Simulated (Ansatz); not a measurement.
## Which of these structures of Hf lies lowest?

Computed with DFT, PBE, all-electron LAPW, scalar-relativistic in Ansatz 0.2.0.

Each cell is taken as listed (from a database or a relaxation; residual pressures are under 0.6 GPa and forces under 0.08 eV/Å), on meshes of about 0.2 Å⁻¹ spacing; energies are extrapolated to zero smearing, with no zero-point or thermal terms. Other structures, the observed one among them, may be missing from this set and lie lower. No run is spin-polarised.

No spin–orbit coupling, which matters for the heavy atoms here.

Problem. Order the structures by energy per atom, lowest first, and give the differences.
A.
```
Hf
1.0
    -1.77360    1.77360    1.77360
     1.77360   -1.77360    1.77360
     1.77360    1.77360   -1.77360
Hf
1
Direct
  0.00000 0.00000 0.00000
```
(bcc type, relaxed by us; 16×16×16 mesh on the primitive cell, smearing 0.08 eV, P = 0.0 GPa)
B.
```
Hf
1.0
     0.00000    2.24240    2.24240
     2.24240    0.00000    2.24240
     2.24240    2.24240    0.00000
Hf
1
Direct
  0.00000 0.00000 0.00000
```
(fcc type, relaxed by us; 13×13×13 mesh on the primitive cell, smearing 0.05 eV, P = 0.0 GPa)

Solution. B (0 meV/atom), A (108 meV/atom).
